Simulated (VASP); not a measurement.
WC (Qusongite):

```xyz
2
Lattice="2.9065 0.0000 0.0000 -1.4532 2.5171 0.0000 0.0000 0.0000 2.8366" Properties=species:S:1:pos:R:3 pbc="T T T"
W     0.0000    0.0000    0.0000
C     1.4533    0.8390    1.4183
```

```yaml
Program: VASP 6.6.1
Task: relaxation of cell and atoms
Functional: BLYP
Potentials_or_basis: VASP PAW PBE potentials, release 64 (W_sv, C)
Cutoff: 600 eV
k_mesh: 10 × 10 × 9
Occupations: fermi-dirac, width 0.05 eV
Spin: no spin polarisation
```

At the start: pressure 21.2 GPa; volume 10.38 Å³/atom.

**Question.** Where does the relaxation end?

**Answer.** Over 9 steps the energy falls by 36.4 meV/atom and the volume is 10.96 Å³/atom (+5.6 %); space group P-6m2 (No. 187, to 0.05 Å).

The path:
```tsv
step	energy change (eV)	largest force (eV/Å)	pressure (GPa)	volume (Å³)
1	0.0000	0.0000	21.18	20.75
2	0.3369	0.0000	-35.57	25.15
3	-0.0719	0.0000	-1.03	21.96
4	-0.0721	0.0000	-0.10	21.90
5	-0.0721	0.0000	0.29	21.88
6	-0.0723	0.0000	0.36	21.90
7	-0.0729	0.0000	0.31	21.89
8	-0.0728	0.0000	-0.52	21.94
9	-0.0729	0.0000	0.01	21.91
```

Final structure:
```cif
data_structure
_symmetry_space_group_name_H-M 'P 1'
_symmetry_Int_Tables_number 1
_cell_length_a 2.9651
_cell_length_b 2.9651
_cell_length_c 2.8776
_cell_angle_alpha 90.000
_cell_angle_beta 90.000
_cell_angle_gamma 120.000
_cell_volume 21.91
loop_
_atom_site_label
_atom_site_type_symbol
_atom_site_fract_x
_atom_site_fract_y
_atom_site_fract_z
_atom_site_occupancy
W1 W 0.00000 0.00000 0.00000 1
C1 C 0.66667 0.33333 0.50000 1
```

Caveat: the PAW data sets were made with another functional, which shifts forces and pressure a little.
